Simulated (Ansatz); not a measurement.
Here is the system:

ZrO2:
Space group P4₂/nmc, origin choice 1 (No. 137); a = b = 3.6013 Å, c = 5.2281 Å, α = β = γ = 90.00°

```
atom  site  symmetry       x       y       z
----  ----  --------  ------  ------  ------
Zr      2a      -4m2  0.0000  0.0000  0.0000
O       4d      2mm.  0.0000  0.5000  0.1968
```

This is the r²SCAN-relaxed structure.

**Question.** All from DFT-r²SCAN in the program Ansatz with PAW potentials, unless another level is named. Give the smallest direct gap on the standard path.

**Answer.** 4.71 eV.

**Question.** What about the gap with spin–orbit coupling?

**Answer.** 4.60 eV.

**Question.** And the electron effective mass?

**Answer.** 0.63, 0.63, 2.2 mₑ (principal values).

**Question.** Next, the valence-band maximum?

**Answer.** on the M–Γ line, 55 % of the way from M.

Space group P4_2/nmc. This is a known high-temperature phase of the composition, computed here at zero pressure and temperature. The cell was relaxed with r²SCAN under the symmetry of its start; whether a distortion lowers the energy is not shown. The run is not spin-polarised. Scalar-relativistic: spin–orbit coupling is off unless named, which matters more the heavier the elements.

Potentials: the later of the program's two PAW sets.
